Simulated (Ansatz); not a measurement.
**How far is PAW off for LuH₂?**

```
CELL_PARAMETERS angstrom
0.00000 2.51650 2.51650
2.51650 0.00000 2.51650
2.51650 2.51650 0.00000
ATOMIC_POSITIONS crystal
Lu 0.00000 0.00000 0.00000
H 0.25000 0.25000 0.25000
H 0.75000 0.75000 0.75000
```

Atoms are numbered in the order listed.

Conventional cell: a = 5.033 Å, b = 5.033 Å, c = 5.033 Å, α = 90.00°, β = 90.00°, γ = 90.00°. Lu (atom 1) has 8 H at 2.18 Å as nearest neighbours. Around H (atom 2) lie 4 Lu at 2.18 Å.

The geometry is COD entry 9009021, unchecked; take it as a test cell.

No spin–orbit coupling, which matters for the heavy atoms here.

All numbers are computed: DFT, LDA, PAW with Ansatz's default frozen-core files, scalar-relativistic (Ansatz 0.2.0); DFT, LDA, all-electron LAPW, scalar-relativistic (Ansatz 0.2.0).

For PAW: a Γ-centred 8×8×8 k mesh, Fermi–Dirac smearing of 0.02 eV, cutoff 420 eV, no spin polarisation; the PAW files were made with PBE, and the program remakes their frozen cores for this functional. LAPW targets a basis error of 1 meV/atom. The Ansatz runs share mesh, smearing and spin set-up. Plane-wave (PAW) pressures include the program's estimate of the Pulay term.

Stress and pressure are positive in compression.

Levels count from the Fermi level.

PAW results:

```
                      quantity     PAW
                pressure (GPa)   -6.73
highest filled level at X (eV)  -2.377
  lowest empty level at X (eV)   5.779
highest filled level at Γ (eV)  -0.399
  lowest empty level at Γ (eV)   1.263
highest filled level at L (eV)  -3.863
  lowest empty level at L (eV)   1.342
```

What does all-electron LAPW give for the same quantities?


| quantity | LAPW |
| --- | --- |
| pressure (GPa) | -6.75 |
| highest filled level at X (eV) | -2.377 |
| lowest empty level at X (eV) | 5.779 |
| highest filled level at Γ (eV) | -0.400 |
| lowest empty level at Γ (eV) | 1.263 |
| highest filled level at L (eV) | -3.864 |
| lowest empty level at L (eV) | 1.342 |
